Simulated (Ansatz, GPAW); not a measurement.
Given: the input of a run of GPAW 26.7.0 (ASE script) on PbSe (Clausthalite). 

The input run.py:

```python
from ase.dft.bandgap import bandgap
from ase.io import read, write
from ase.units import GPa
from gpaw import GPAW, PW

atoms = read('POSCAR')

calc = GPAW(mode=PW(600),
            xc='PBE',
            kpts={'size': (8, 8, 8), 'gamma': True},
            occupations={'name': 'methfessel-paxton', 'order': 0, 'width': 0.1},
            nbands=19,
            convergence={'density': 1e-05, 'energy': 1e-05},
            maxiter=150,
            txt='gpaw.txt')
atoms.calc = calc
energy = atoms.get_potential_energy()
forces = atoms.get_forces()
stress = atoms.get_stress()
calc.write('gs.gpw')
write('result.traj', atoms)
print(f'Energy: {energy:.6f} eV')
print('Forces (eV/A):')
print(forces.round(4))
print('Stress (GPa):', (stress / GPa).round(3))
print('Fermi level:', round(calc.get_fermi_level(), 4), 'eV')
print(f'Gap: {bandgap(calc)[0]:.4f} eV, direct: {bandgap(calc, direct=True)[0]:.4f} eV')
```

Contents of POSCAR:

```
PbSe
1.0
    0.0000000000      3.0606500000      3.0606500000
    3.0606500000      0.0000000000      3.0606500000
    3.0606500000      3.0606500000      0.0000000000
Pb Se
1 1
Direct
    0.0000000000      0.0000000000      0.0000000000
    0.5000000000      0.5000000000      0.5000000000
```

Potentials or basis: GPAW PAW data sets (gpaw-data 1.2.1), pw.

Launch:

```bash
$ OMP_NUM_THREADS=1 python run.py
```

Translate it to Ansatz 0.2.0. Potentials or basis there: all-electron LAPW, scalar-relativistic.

As run (cutoffs and basis follow the program's own potentials, and thresholds, step limits or extra output files can differ):

File input.yaml:

```yaml
crystal:
  lattice:
    - [0.0, 3.06065, 3.06065]
    - [3.06065, 0.0, 3.06065]
    - [3.06065, 3.06065, 0.0]
  atoms:
    - { symbol: Pb, position: [0.0, 0.0, 0.0] }
    - { symbol: Se, position: [0.5, 0.5, 0.5] }
kpoints:
  mp_grid: { grid: [8, 8, 8] }
scf:
  occupations: { method: gaussian, width: 0.1 }
hamiltonian:
  xc: pbe
  pseudopotentials: { kind: all_electron, lapw: { basis_error: 0.001 } }
output:
  forces: true
  stress: true
  eigenvalues: true
```

Potentials or basis: all-electron LAPW, scalar-relativistic.

Run with:

```sh
$ ansatz run input.yaml --threads 1 --pin off --max-ram 3072MiB --backend cpu --events-out ev --progress --plain --runs-dir out
```

Both were run:

|  | GPAW | Ansatz |
| --- | --- | --- |
| Pressure | 2.2 GPa | 2.4 GPa |

Where Ansatz's input types no cutoff or centring, it takes its own default and a Γ-centred mesh.

Pressure is positive in compression.
